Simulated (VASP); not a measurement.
Output of a VASP run:

### OSZICAR
```
       N       E                     dE             d eps       ncg     rms          rms(c)
DAV:   1     0.308136746346E+02    0.30814E+02   -0.53754E+03   580   0.106E+03
DAV:   2    -0.128338631549E+02   -0.43648E+02   -0.42113E+02   684   0.200E+02
DAV:   3    -0.174048792828E+02   -0.45710E+01   -0.45554E+01  1018   0.552E+01
DAV:   4    -0.174622100656E+02   -0.57331E-01   -0.57282E-01   750   0.675E+00
DAV:   5    -0.174625378143E+02   -0.32775E-03   -0.32772E-03   660   0.473E-01    0.718E+00
DAV:   6    -0.158173669183E+02    0.16452E+01   -0.94147E+00   588   0.187E+01    0.301E+00
DAV:   7    -0.157427199076E+02    0.74647E-01   -0.29668E-01   638   0.429E+00    0.143E+00
DAV:   8    -0.157103631497E+02    0.32357E-01   -0.68855E-02   624   0.287E+00    0.313E-01
DAV:   9    -0.157095531910E+02    0.80996E-03   -0.50189E-03   324   0.719E-01
   1 F= -.15709553E+02 E0= -.15709553E+02  d E =-.123359E-63
```

OUTCAR:
```
------------------------ aborting loop because EDIFF is reached ----------------------------------------
  FORCE on cell =-STRESS in cart. coord.  units (eV):
  Direction    XX          YY          ZZ          XY          YZ          ZX
  --------------------------------------------------------------------------------------
  Total       -2.8282651     -2.8282651     -2.8282651     -0.0000000      0.0000000     -0.0000000
  in kB     -174.2945379   -174.2945379   -174.2945379     -0.0000000      0.0000000     -0.0000000
  external PRESSURE =    -174.2945379 kB  Pullay stress =       0.0000000 kB
  volume of cell :       26.00
      direct lattice vectors                 reciprocal lattice vectors
     0.000000000  2.351287000  2.351287000    -0.212649498  0.212649498  0.212649498
     2.351287000  0.000000000  2.351287000     0.212649498 -0.212649498  0.212649498
     2.351287000  2.351287000  0.000000000     0.212649498  0.212649498 -0.212649498
 POSITION                                       TOTAL-FORCE (eV/Angst)
 -----------------------------------------------------------------------------------
      3.52693      3.52693      3.52693         0.000000      0.000000      0.000000
      1.17564      1.17564      1.17564        -0.000000     -0.000000     -0.000000
      0.00000      0.00000      0.00000         0.000000      0.000000      0.000000
 -----------------------------------------------------------------------------------
    total drift:                               -0.000000      0.000000      0.000000
  FREE ENERGIE OF THE ION-ELECTRON SYSTEM (eV)
  ---------------------------------------------------
  free  energy   TOTEN  =       -15.7095531910 eV

  energy  without entropy=      -15.7095531910  energy(sigma->0) =      -15.70955319
```
(Selected blocks of OUTCAR.)

POSCAR:
```
Li2O
1
    0.0000000000     2.3512870000     2.3512870000
    2.3512870000     0.0000000000     2.3512870000
    2.3512870000     2.3512870000     0.0000000000
Li O
2 1
Direct
  0.7500000000   0.7500000000   0.7500000000
  0.2500000000   0.2500000000   0.2500000000
  0.0000000000   0.0000000000   0.0000000000
```

Q: Reconstruct the remaining input files.

A: One answer among several that fit: the input of the run itself, LDA (Ceperley-Alder, Perdew-Zunger), plane waves, VASP's LDA PAW potentials (set 64).

INCAR:
```
LASPH = T   # aspherical one-centre terms
ALGO = Normal
LCHARG = F
ISMEAR = 0   # Gaussian
NELM = 100
LWAVE = F
LREAL = F
SIGMA = 0.01
SYSTEM = Li2O
EDIFF = 1E-02   # SCF stop (eV)
PREC = Accurate
ISIF = 2
ENCUT = 400
```

**KPOINTS**
```
Automatic mesh
0
Gamma
8 8 8
0 0 0
```

POTCAR, in this order: Li_sv O (LDA.64 set). Program: vasp_std.

At this cut-off the stress carries a Pulay error, which pulls relaxed volumes low.

The structure comes from a computed database's Li2O entry; how it stands against other phases isn't given here. The cell was not relaxed at this level. The run is one of a series of settings (EDIFF = 1E-02 against the base run), some of them coarse on purpose.
